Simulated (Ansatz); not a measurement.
Crystal: Y.

```
Y
1.0
     0.00000    2.55199    2.55199
     2.55199    0.00000    2.55199
     2.55199    2.55199    0.00000
Y
1
Direct
  0.00000 0.00000 0.00000
```

This isn't the form of Y at room conditions, which is hcp.

Base run:

| Property | Result |
| --- | --- |
| Program | Ansatz 0.2.0 |
| Functional | LDA |
| Potentials or basis | all-electron LAPW, scalar-relativistic |
| Cutoff | 129 eV (chosen from the basis error) |
| Basis error allowed | 0.001 eV/atom |
| k mesh | 9 × 9 × 9 |
| Occupations | fermi-dirac, width 0.05 eV |
| Spin | no spin polarisation |
| Hubbard terms | Y d U = 6 eV |

Its results: band gap on the k mesh none (metal or under the smearing width); pressure 6.6 GPa.

Task: After a change of settings the same cell gave: band gap on the k mesh none (metal or under the smearing width); pressure -1.6 GPa. Which change was it?
A. hubbard terms from Y d U = 6 eV to Y d U = 2 eV
B. hubbard terms from Y d U = 6 eV to none
C. hubbard terms from Y d U = 6 eV to Y d U = 3 eV
D. occupations from fermi-dirac, width 0.05 eV to gaussian, width 0.1 eV; hubbard terms from Y d U = 6 eV to none

Result: A.

Caveats: U is the effective U less J, on atomic orbitals that reach past the spheres; U without spin polarisation on a metal has little footing; the U is typed as a test and isn't derived for this compound.
